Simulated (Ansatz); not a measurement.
A crystal in the simple cubic structure was computed with PBE in Ansatz (plane waves, PAW datasets (generated soft set 1); cutoff 420 eV), no spin polarisation, no spin–orbit coupling, Fermi–Dirac smearing of 0.061 eV, k-spacing 0.06 Å⁻¹. It has a₀ = 2.582 Å and B₀ = 84 GPa.

(1) Which is it?
A. S
B. Er
C. Bi
D. Ca
E. Ti

## Answers

(1) A. The five: S 2.582 Å, 84 GPa; Ca 3.519 Å, 10.8 GPa; Er 3.298 Å, 12.7 GPa; Bi 3.276 Å, 46 GPa; Ti 2.641 Å, 78 GPa.

Model structures, not the usual forms at ambient conditions (metastable or hypothetical): S, Ca, Er, Bi, Ti. Spin–orbit coupling is left out, which matters for 6p elements such as Tl, Pb and Bi. The open f shell of Er is treated without spin here, so this is a model state and not the ground state.
